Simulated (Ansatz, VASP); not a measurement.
Al: VASP beside Ansatz

Contents of INCAR:

```
PREC = Accurate
ENCUT = 520
EDIFF = 1E-6
ISMEAR = -1
SIGMA = 0.08
LREAL = False
LASPH = True
NELM = 80
ALGO = Normal
ISIF = 2
LWAVE = False
LCHARG = False
GGA = PE
NBANDS = 10
```

File KPOINTS:

```
Automatic mesh
0
Gamma
  14 14 10
```

The input POSCAR:

```
Al
1.0
    2.0205472810      2.0205472810      0.0000000000
   -2.0205472810      2.0205472810      0.0000000000
    0.0000000000      0.0000000000      4.0410945620
Al
2
Direct
    0.0000000000      0.0000000000      0.0000000000
    0.5000000000      0.5000000000      0.5000000000
```

Input for Ansatz:

```yaml
crystal:
  lattice:
    - [2.020547281, 2.020547281, 0.0]
    - [-2.020547281, 2.020547281, 0.0]
    - [0.0, 0.0, 4.041094562]
  atoms:
    - { symbol: Al, position: [0.0, 0.0, 0.0] }
    - { symbol: Al, position: [0.5, 0.5, 0.5] }
kpoints:
  mp_grid: { grid: [14, 14, 10] }
scf:
  occupations: { method: fermi_dirac, width: 0.08 }
hamiltonian:
  xc: pbe
  pseudopotentials: { kind: paw }
output:
  forces: true
  stress: true
  eigenvalues: true
```

Alike in both runs: task single point; functional PBE; k mesh 14 × 14 × 10; occupations fermi-dirac, width 0.08 eV; no spin polarisation.

|  | VASP | Ansatz |
| --- | --- | --- |
| version | VASP 6.6.1 | Ansatz 0.2.0 |
| potentials or method | VASP PAW PBE potentials, release 64 (Al) | PAW with Ansatz's default frozen-core files, scalar-relativistic |
| plane-wave cutoff (eV) | 520 | 420 |
| valence electrons in the cell | 6 | 6 |

```tsv
	VASP	Ansatz	Ansatz less VASP
pressure (GPa)	-0.1	0.0	+0.04
```

With one functional, cell and mesh, what is left measures potentials, basis and numerics.

Caveats: the real-space grid breaks the cell's symmetry a little (VASP).
